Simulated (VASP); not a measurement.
A run of VASP 6.6.1 is set up as follows.

File INCAR:

```
PREC = Accurate ; ENCUT = 520
EDIFF = 1E-6 ; ISMEAR = -1
SIGMA = 0.02 ; LREAL = Auto
LASPH = T ; NELM = 80
ALGO = Normal ; ISIF = 2
LWAVE = F ; LCHARG = F
GGA = PE ; IVDW = 12
NBANDS = 117
```

KPOINTS

```
regular mesh
0
Gamma
  1 1 1
```

Contents of POSCAR:

```
CF4
1.0
    8.1733020000      0.0000000000      0.0000000000
    0.0000000000      8.1733020000      0.0000000000
    0.0000000000      0.0000000000      8.1733020000
C F
6 24
Direct
    0.2658533846      0.2928926400     -0.0268924359
    0.6694356822      0.7719646234      0.9206193531
    0.0165538971      0.6347128737      0.3616408644
    0.9191756282      0.1027247005      0.5858219848
    0.4676690033     -0.0387114045      0.3067670814
    0.5333095486      0.4844553646      0.5077996629
    0.3761515236      0.4158661946     -0.0056525502
    0.2238630115      0.2326966506      0.1188748440
    0.1411057612      0.3609190019     -0.1113136404
    0.3352990016      0.1895317217     -0.1384752454
    0.7168583762      0.9129358000      0.9915698698
    0.4998347057      0.7773112996      0.9070874905
    0.7421969725      0.7559123595      0.7812754258
    0.7094072873      0.6540685760      1.0369248561
   -0.0099837251      0.4879912672      0.4375343038
   -0.1318561335      0.7204432187      0.3583374259
    0.1277696578      0.7125272014      0.4532195189
    0.0516926941      0.5951205523      0.1953188564
    1.0350039678      0.1882348162      0.6688116994
    0.8672137650      0.1889566787      0.4562660232
    0.9663658580     -0.0487440694      0.5454099212
    0.7823888069      0.0929856746      0.6845947941
    0.3839451913      0.0351877369      0.4260579139
    0.5993660824     -0.1138462766      0.3636473973
    0.3646506638     -0.1610365064      0.2522358773
    0.5077874279      0.0652857315      0.1997234410
    0.6146230740      0.4865353073      0.3663023831
    0.4423304070      0.6211443062      0.5306056230
    0.4438597766      0.3427256206      0.5307646775
    0.6610425015      0.5005320983      0.6239583463
```

Potentials or basis: VASP PAW PBE potentials, release 64 (C, F).

Run with:

```console
$ cat potpaw_PBE.64/C/POTCAR potpaw_PBE.64/F/POTCAR > POTCAR
$ mpirun -np 1 vasp_gam > vasp.out
```

Task: Predict the largest force.

Result: 3.820 eV/Å.

Task: Predict the pressure.

Result: -1.0 GPa.

Task: Predict the dispersion energy per atom.

Result: -0.030 eV.

Task: What does it give for the band gap on the k mesh?

Result: 8.32 eV, direct.

Forces on the atoms (eV/Å):
```
C    0.962  1.785 -2.095
C   -1.413  0.352  3.127
C   -2.123 -1.395 -0.631
C   -1.623  0.786  1.136
C   -1.819 -2.746  1.934
C    1.714  0.456  1.808
F    0.107 -0.242  0.651
F   -0.114 -0.390 -0.784
F   -0.732 -0.094  1.097
F   -0.140 -0.804  1.382
F    0.093  0.527 -0.235
F    1.440 -0.369 -0.353
F    0.362 -0.612 -0.906
F   -0.344  0.160 -1.613
F    0.103  0.707 -0.482
F    2.029 -0.784 -0.034
F   -0.163 -0.075 -1.511
F    0.378  1.200  2.444
F   -0.326 -0.939 -0.868
F    0.680 -0.279 -0.564
F    0.241  0.930  0.228
F    0.732 -0.311 -0.008
F   -0.134  0.448  0.889
F    0.905 -0.171  0.629
F    0.366  0.572 -0.729
F    0.631  2.027 -2.703
F   -1.118 -0.379 -0.474
F   -0.209 -1.114 -0.525
F    1.030  1.841 -0.324
F   -1.513 -1.087 -0.489
```

Expect the measured gap to be larger: semilocal functionals such as PBE lack the derivative discontinuity.
